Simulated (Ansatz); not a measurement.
C: deformation potentials from a series

```yaml
crystal:
  lattice:
    - [0.00000, 1.78340, 1.78340]
    - [1.78340, 0.00000, 1.78340]
    - [1.78340, 1.78340, 0.00000]
  atoms:
    - { symbol: C, position: [0.50000, 0.50000, 0.50000] }
    - { symbol: C, position: [0.75000, 0.75000, 0.75000] }
```

Atom numbers follow the list: C1, C2.

The cell is COD entry 9008564, as deposited and not checked against the literature; nothing was relaxed.

The calculation used DFT, PBE, all-electron LAPW, scalar-relativistic in Ansatz 0.2.0.

Numerical set-up: a Γ-centred 20×20×20 k mesh, Fermi–Dirac smearing of 0.08 eV, basis error target 0.5 meV/atom, no spin polarisation.

The cell is scaled evenly. Fractional coordinates are held (clamped ions).

Only quantities that a quadratic follows smoothly over the whole series are listed; rougher ones are left out.

```tsv
ln(V/Vcell)	direct gap at Γ (eV)	smallest gap on mesh and path (eV)
-0.0619	5.772	4.283
-0.0408	5.713	4.235
-0.0202	5.656	4.187
0.0000	5.600	4.138
0.0100	5.572	4.119
0.0198	5.545	4.097
0.0392	5.491	4.054
0.0583	5.439	4.012
```

Task: Fit the series and give the slopes at zero strain.

Result: Least-squares fits y = p0 + p1 x + p2 x² to the rows give direct gap at Γ (eV): p1 = -2.77, p2 = 0.17; smallest gap on mesh and path (eV): p1 = -2.25, p2 = 0.89. So dEg/dln V = -2.8 eV for the direct gap at Γ, which isn't the fundamental gap here: that one has dEg/dln V = -2.3 eV. Semilocal gaps are too small, but their slopes carry over better.

Task: One run, at ln(V/Vcell) = -0.0101, is withheld. Predict its row.

Result: The fits give 5.628, 4.163; the run gave 5.628, 4.164.
